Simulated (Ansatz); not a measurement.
# FePt (Tetraferroplatinum) under changes of volume

One of the cells (13.796 Å³/atom); the others are scaled copies at fixed shape and fractional positions:

```xyz
2
Lattice="2.7235 0.0000 0.0000 0.0000 2.7235 0.0000 0.0000 0.0000 3.7200" Properties=species:S:1:pos:R:3 pbc="T T T"
Pt    1.3618    1.3618    1.8600
Fe    0.0000    0.0000    0.0000
```

| Property | Result |
| --- | --- |
| Program | Ansatz 0.2.0 |
| Functional | LDA |
| Potentials or basis | all-electron LAPW, scalar-relativistic |
| Cutoff | 282 eV (chosen from the basis error) |
| Basis error allowed | 0.001 eV/atom |
| k mesh | 10 × 10 × 7 |
| Occupations | fermi-dirac, width 0.05 eV |
| Spin | collinear spin, ferromagnetic start |
| Starting moments | [0.0, 3.0] μB |

```tsv
volume (Å³/atom)	energy over the lowest point (meV/atom)	pressure (GPa)	moment (μB per cell)
12.969	0.00	1.5	3.15
13.245	1.84	-3.8	3.18
13.521	12.53	-8.5	3.20
13.796	30.97	-12.7	3.22
14.072	56.15	-16.3	3.25
14.348	87.09	-19.4	3.28
14.624	?	?	?
```

Task: What does the run at 14.624 Å³/atom give?

Result: Energy over the lowest point 122.98 meV/atom; pressure -22.1 GPa; moment 3.32 μB per cell.

Worked out: A Birch-Murnaghan fit of order 3 (a polynomial in V^(-2/3)) to the other rows has its minimum at 13.05 Å³/atom with B0 = V·E''(V) = 270 GPa and B' = 5.7 at fixed shape and positions, which overstates the stiffness. It gives 123.04 meV/atom at 14.624 Å³/atom, against the run's 122.98, and -dE/dV = -22.2 GPa, against -22.1. A straight line through the other rows of the moment, of slope 0.0912 μB per Å³/atom, extrapolates to 3.30 μB, against the run's 3.32.

Energies are extrapolated to zero smearing.
